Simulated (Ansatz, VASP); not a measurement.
# GaN in two plane-wave programs, part 2 of 2

Wanted: the spread between two codes on one cell, functional and k mesh. The cell is taken from a series of VASP runs on this material, whose earlier steps may have relaxed, scaled or displaced it; both programs get it as it stands.

VASP 6.6.1 and Ansatz 0.2.0.

So far. Step 4 (Side by side): The walks stopped with -0.03 GPa left in Ansatz and -0.06 GPa in VASP; each walk ends within a tolerance, so the volume difference is uncertain by about these residues over the bulk modulus, most in soft cells.

## 5. Ansatz: relaxation of cell and atoms, PBEsol with D4

Level of this step: Ansatz beside VASP: Kohn-Sham DFT, plane waves, PBEsol with D4 (Ansatz).

The relaxed volume is the usual yardstick between codes: its relative difference is about their pressure difference at one cell divided by the bulk modulus. The cell compared in this pair holds 44.64 Å³, against 44.46 Å³ for the pair before.

The cell is taken from a series of VASP runs on this material, whose earlier steps may have relaxed, scaled or displaced it; both programs get it as it stands.

The input, input.yaml:

```yaml
crystal:
  lattice:
    - [3.1631759398, 0.0, 0.0]
    - [-1.5815879699, 2.7393907205, 0.0]
    - [0.0, 0.0, 5.1519859179]
  atoms:
    - { symbol: Ga, position: [0.3333333333, 0.6666666667, 0.0916640777] }
    - { symbol: Ga, position: [0.6666666667, 0.3333333333, 0.5916640777] }
    - { symbol: "N", position: [0.3333333333, 0.6666666667, 0.4683359223] }
    - { symbol: "N", position: [0.6666666667, 0.3333333333, 0.9683359223] }
hamiltonian:
  xc: pbesol
  pseudopotentials: { kind: paw }
  dispersion: d4
kpoints:
  mp_grid: { grid: [8, 8, 4] }
scf:
  occupations: { method: gaussian, width: 0.03 }
relax:
  f_tol: 0.01
  max_steps: 60
  cell: { stress_tol: 0.05 }
output:
  forces: true
  stress: true
```

Command:

```bash
ansatz run input.yaml --threads 4 --pin off --max-ram 9216MiB --backend cpu --events-out ev --progress --plain --runs-dir out
```

Numbers of over 12 decimals in the logs are rounded to 6 here.

The log of the run:

```text
[...]
Crystal: 4 atoms, lattice volume = 44.643 Å³
Basis set: ecut = 420 eV, 869 PW (Γ), exchange–correlation on 48×48×72 points (8 copies of the dense FFT grid, shifted against one another)
Bands: 22, of which v1, the nominal top of the filled ones, is band 18 counted from 1 (17 counted from 0)
Symmetry: 12 space group operations
[...]
k-points: 30 of 256 (time reversal used)
[...]
--- Relaxed structure (3 steps of the walk, 3 accepted, 1 SCFs on fresh bases) ---
[...]
cell:  # Å, volume = 44.7141 Å³
    - [3.164689, 0, 0]
    - [-1.582344, 2.740701, 0]
    - [-1.0640201728681087e-19, 0, 5.155273]
  atoms:
    - { symbol: Ga, position: [0.333333, 0.666667, 0.091693] }
    - { symbol: Ga, position: [0.666667, 0.333333, 0.591693] }
    - { symbol: N, position: [0.333333, 0.666667, 0.468307] }
    - { symbol: N, position: [0.666667, 0.333333, 0.968307] }
[key lines of the parts left out:]
SCF converged after 6 iterations
Free energy (F): -8246.623494 eV
Fermi energy:    10.882377 eV
P = ⅓ Tr σ = 0.0069 GPa (0.069 kbar)
```

It took 5.5 s on 4 threads of Arm Neoverse N1, shared host; peak memory 0.34 GiB.

## 6. VASP: relaxation of cell and atoms, PBEsol with D4

The same cell, functional, mesh and smearing now go to VASP, with its own data sets and cutoff.

The input, INCAR:

```
SYSTEM = GaN
PREC = Accurate
ENCUT = 520
EDIFF = 1E-06
NELM = 100
ISMEAR = 0
SIGMA = 0.03
LREAL = .FALSE.
ALGO = Normal
GGA = PS
IVDW = 13
NBANDS = 24
LORBIT = 11
LWAVE = .FALSE.
LCHARG = .FALSE.
KPAR = 8
IBRION = 2
NSW = 50
ISIF = 3
EDIFFG = -0.006
```

The input, POSCAR:

```
GaN
1.0
    3.1631759398      0.0000000000      0.0000000000
   -1.5815879699      2.7393907205      0.0000000000
    0.0000000000      0.0000000000      5.1519859179
Ga N
2 2
Direct
    0.3333333333      0.6666666667      0.0916640777
    0.6666666667      0.3333333333      0.5916640777
    0.3333333333      0.6666666667      0.4683359223
    0.6666666667      0.3333333333      0.9683359223
```

The input, KPOINTS:

```
Automatic mesh
0
Gamma
8 8 4
0 0 0
```

The projector-augmented-wave data sets are Ga_d and N (PBE family, release 64).

Command:

```bash
mpirun -np 8 vasp_std
```

The log of the run:

```text
[banner, memory and clock lines left out]
running    8 mpi-ranks, on    1 nodes
[...]
[... a notice as in an earlier step ...]

|                                                                             |
|               ----> ADVICE to this user running VASP <----                  |
|                                                                             |
|     You enforced a specific xc type in the INCAR file but a different       |
|     [... a line on the potential file left out ...]
|     I HOPE YOU KNOW WHAT YOU ARE DOING!                                     |
|                                                                             |

 LDA part: xc-table for (Slater+PW92), standard interpolation
 POSCAR, INCAR and KPOINTS ok, starting setup
[...]
entering main loop
       N       E                     dE             d eps       ncg     rms          rms(c)
DAV:   1     0.272418762970E+03    0.27242E+03   -0.17991E+04  1520   0.278E+03
DAV:   2     0.344675735851E+01   -0.26897E+03   -0.25908E+03  1600   0.515E+02
DAV:   3    -0.289308331899E+02   -0.32378E+02   -0.32094E+02  1704   0.145E+02
DAV:   4    -0.299549950182E+02   -0.10242E+01   -0.10226E+01  1904   0.289E+01
[...]
DAV:  12    -0.262635080530E+02   -0.10839E-04   -0.11776E-04  1552   0.805E-02    0.227E-02
DAV:  13    -0.262635068181E+02    0.12349E-05   -0.25839E-05  1960   0.711E-02    0.146E-02
DAV:  14    -0.262635063845E+02    0.43359E-06   -0.50135E-06  1664   0.229E-02
   1 F= -.27202291E+02 E0= -.27202291E+02  d E =-.272023E+02
[...]
reached required accuracy - stopping structural energy minimisation
```

Parts of OUTCAR (step 6):

```text
  Edisp (eV):   -0.93878

  Total      -0.00534    -0.00534     0.01674     0.00000    -0.00000     0.00000
  in kB      -0.19176    -0.19176     0.60076     0.00000    -0.00000     0.00000
  external pressure =        0.07 kB  Pullay stress =        0.00 kB

 POSITION                                       TOTAL-FORCE (eV/Angst)
 -----------------------------------------------------------------------------------
     -0.00000      1.82626      0.47225         0.000000      0.000000      0.001488
      1.58159      0.91313      3.04824        -0.000000     -0.000000      0.001488
     -0.00000      1.82626      2.41286        -0.000000      0.000000     -0.001488
      1.58159      0.91313      4.98885         0.000000     -0.000000     -0.001488
 -----------------------------------------------------------------------------------
    total drift:                               -0.000001     -0.000001     -0.000201

  FREE ENERGIE OF THE ION-ELECTRON SYSTEM (eV)
  ---------------------------------------------------
  free  energy   TOTEN  =       -27.2022909317 eV

  energy  without entropy=      -27.2022909317  energy(sigma->0) =      -27.20229093

[... 2 parts as in an earlier step ...]

[... 2 further parts left out ...]
[key lines of the parts left out:]
E-fermi :   5.6207
```

## 7. Differences

What differs besides the data sets and the points named for the pairs above, as far as they apply: Ansatz makes its cores anew for this functional, VASP keeps those of its PBE data sets; VASP leaves aspherical gradient terms in its spheres out (LASPH is not set), Ansatz keeps them. Total energies have different zeros and are not compared.

Compared:

```csv
quantity,Ansatz,VASP,difference
volume (Å³),44.71,44.64,+0.16 %
"edge a after relaxation, in the typed setting (Å)",3.165,3.163,+0.05 %
"edge c after relaxation, in the typed setting (Å)",5.155,5.152,+0.06 %
```

The walks stopped with 0.01 GPa left in Ansatz and 0.01 GPa in VASP; each walk ends within a tolerance, so the volume difference is uncertain by about these residues over the bulk modulus, most in soft cells.

## 8. Outcome

```
difference in volume (relaxation of cell and atoms, LDA)            : -0.57 %
difference in volume (relaxation of cell and atoms, PBEsol with D4) : 0.16 %
```

What this shows: The difference in volume is -0.57 % (relaxation of cell and atoms, LDA), within the 1.2 % picked in this series as the mark of a large difference, as far as the stopping tolerances let one tell. How closely two codes agree says nothing of how well the functional describes the real material.

[Lines on the potential files, build, host, timing and source positions are cut from VASP's logs without a mark.]

[Logs are printed without paths, hosts, clocks, repeated set-up lines and the standing remarks that a program may print on its own settings, such as how far it seeks lower states.]

[Hosts, paths, dates, database ids (printed as entryN), source tags and the programs' standing remarks are cut or masked in the printed files.]
